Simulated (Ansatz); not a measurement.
Runs of Ansatz 0.2.0 on In. It takes space group Im-3m (No. 229, cubic). The conventional cell has a = 3.765 Å, b = 3.765 Å, c = 3.765 Å, α = 90.00°, β = 90.00°, γ = 90.00°. In (site symmetry m-3m) has 8 In at 3.26 Å as nearest neighbours. This isn't the form of In at room conditions, which is tetragonal.

```csv
level,cutoff (eV),gap on the mesh (eV),pressure (GPa)
LDA,420,none,-3.7
r2SCAN,500,none,(b)
HSE06,420,none,-0.4
PBEsol,420,none,-2.2
PBE0,420,none,(a)
```

Alike in all rows: task projected density of states; potentials or basis Ansatz PAW; no spin polarisation; cell as given; k mesh 6 × 6 × 6; smearing fermi-dirac 0.05 eV; the mesh is coarse, so values aren't converged.

Task: Fill in the values left out.

Result: (a) -0.6; (b) -0.9.

Caveats: all runs use coarse meshes; the PAW data sets come from PBE, with cores solved anew for the run's functional, which leaves a small shift of forces and pressure; the density of states is complete only up to the lowest level of the last band computed; the thresholds are loose for stress (some runs).

A k mesh can miss the band edges, and the runs leave out spin-orbit coupling on In.

A gap of «none» marks a metal or a gap under the smearing width.
